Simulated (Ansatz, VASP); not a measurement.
**CaB2 in VASP and in Ansatz**

The input INCAR:

```
  ALGO = Normal
  EDIFF = 1E-6
  ENCUT = 520
  GGA = PE
  ISIF = 2
  ISMEAR = 0
  LASPH = T
  LCHARG = T
  LELF = T
  LREAL = F
  LVHAR = T
  LWAVE = F
  NBANDS = 15
  NELM = 80
  PREC = Accurate
  SIGMA = 0.1
```

Contents of KPOINTS:

```
k-points
0
Gamma
  6 6 4
```

File POSCAR:

```
CaB2
1.0
    3.2264302843      0.0000000000      0.0000000000
   -1.6132151421      2.7941705897      0.0000000000
    0.0000000000      0.0000000000      4.0673920000
Ca B
1 2
Direct
    0.0000000000      0.0000000000      0.0000000000
    0.3333333300      0.6666666700      0.5000000000
    0.6666666700      0.3333333300      0.5000000000
```

Input for Ansatz:

```yaml
crystal:
  lattice:
    - [3.2264302843, 0.0, 0.0]
    - [-1.6132151421, 2.7941705897, 0.0]
    - [0.0, 0.0, 4.067392]
  atoms:
    - { symbol: Ca, position: [0.0, 0.0, 0.0] }
    - { symbol: B, position: [0.33333333, 0.66666667, 0.5] }
    - { symbol: B, position: [0.66666667, 0.33333333, 0.5] }
basis:
  ecutwfc: 420
kpoints:
  mp_grid: { grid: [6, 6, 4] }
hamiltonian:
  xc: pbe
scf:
  occupations: { method: gaussian, width: 0.1 }
output:
  forces: true
  stress: true
  eigenvalues: true
```

The cell comes from a database or a generator and needn't be the stable form of this composition.

Alike in both runs: task single point; functional PBE; k mesh 6 × 6 × 4; occupations gaussian, width 0.1 eV; no spin polarisation.

|  | VASP | Ansatz |
| --- | --- | --- |
| version | VASP 6.6.1 | Ansatz 0.2.0 |
| potentials or method | VASP PAW PBE potentials, release 64 (Ca_sv, B) | scalar-relativistic, plane waves, PAW |
| plane-wave cutoff (eV) | 520 | 420 |
| valence electrons in the cell | 16 | 16 |

```tsv
	VASP	Ansatz	Ansatz less VASP
gap on the k mesh at the Fermi level (eV)	none	none	-
pressure (GPa)	0.0	-0.3	-0.29
largest component of the traceless stress (GPa)	0.00	0.15	+0.142
```

A gap of «none» marks a metal or a gap that the smearing closes. With one functional, cell and mesh, what is left measures potentials, basis and numerics.

Caveats: the k mesh is coarse (spacing up to 0.39 Å⁻¹), so the values aren't converged.
